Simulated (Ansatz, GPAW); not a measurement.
Given: the input of a run of GPAW 26.7.0 (ASE script) on CuI (Marshite). 

File run.py:

```python
from ase.dft.bandgap import bandgap
from ase.io import read, write
from ase.units import GPa
from gpaw import GPAW, PW

atoms = read('POSCAR')

calc = GPAW(mode=PW(600),
            xc='RPBE',
            kpts={'size': (8, 8, 8), 'gamma': True},
            occupations={'name': 'methfessel-paxton', 'order': 0, 'width': 0.1},
            nbands=19,
            convergence={'density': 1e-05, 'energy': 1e-05},
            maxiter=150,
            txt='gpaw.txt')
atoms.calc = calc
energy = atoms.get_potential_energy()
forces = atoms.get_forces()
stress = atoms.get_stress()
calc.write('gs.gpw')
write('result.traj', atoms)
print(f'Energy: {energy:.6f} eV')
print('Forces (eV/A):')
print(forces.round(4))
print('Stress (GPa):', (stress / GPa).round(3))
print('Fermi level:', round(calc.get_fermi_level(), 4), 'eV')
print(f'Gap: {bandgap(calc)[0]:.4f} eV, direct: {bandgap(calc, direct=True)[0]:.4f} eV')
```

POSCAR

```
CuI
1.0
    0.0000000000      3.0315000000      3.0315000000
    3.0315000000      0.0000000000      3.0315000000
    3.0315000000      3.0315000000      0.0000000000
I Cu
1 1
Direct
    0.0000000000      0.0000000000      0.0000000000
    0.2500000000      0.2500000000      0.2500000000
```

Potentials or basis: the program's PAW data sets (release 1.2.1) made for this functional, pw.

Run with:

```console
$ OMP_NUM_THREADS=1 python run.py
```

Problem. What does the same run look like in Ansatz 0.2.0? Potentials or basis there: Ansatz PAW, cutoff 420 eV.

Solution. As run (cutoffs and basis follow the program's own potentials, and thresholds, step limits or extra output files can differ):

input.yaml

```yaml
crystal:
  lattice:
    - [0.0, 3.0315, 3.0315]
    - [3.0315, 0.0, 3.0315]
    - [3.0315, 3.0315, 0.0]
  atoms:
    - { symbol: I, position: [0.0, 0.0, 0.0] }
    - { symbol: Cu, position: [0.25, 0.25, 0.25] }
hamiltonian:
  xc: rpbe
  pseudopotentials: { kind: paw }
kpoints:
  mp_grid: { grid: [8, 8, 8] }
scf:
  occupations: { method: gaussian, width: 0.1 }
output:
  forces: true
  stress: true
  eigenvalues: true
```

Potentials or basis: Ansatz PAW.

The run is started by

```console
$ ansatz run input.yaml --threads 1 --pin off --max-ram 3584MiB --backend cpu --events-out ev --progress --plain --runs-dir out
```

Both were run:

|  | GPAW | Ansatz |
| --- | --- | --- |
| Pressure | 3.0 GPa | 2.4 GPa |

Ansatz's pressure holds a Pulay term of +0.05 GPa for its cutoff of 420 eV, which the other run lacks.

The potentials hold 18 and 36 valence electrons a cell.

Ansatz's potentials were made for PBE.

Where Ansatz's input types no cutoff or centring, it takes its own default and a Γ-centred mesh.

Pressure is positive in compression.
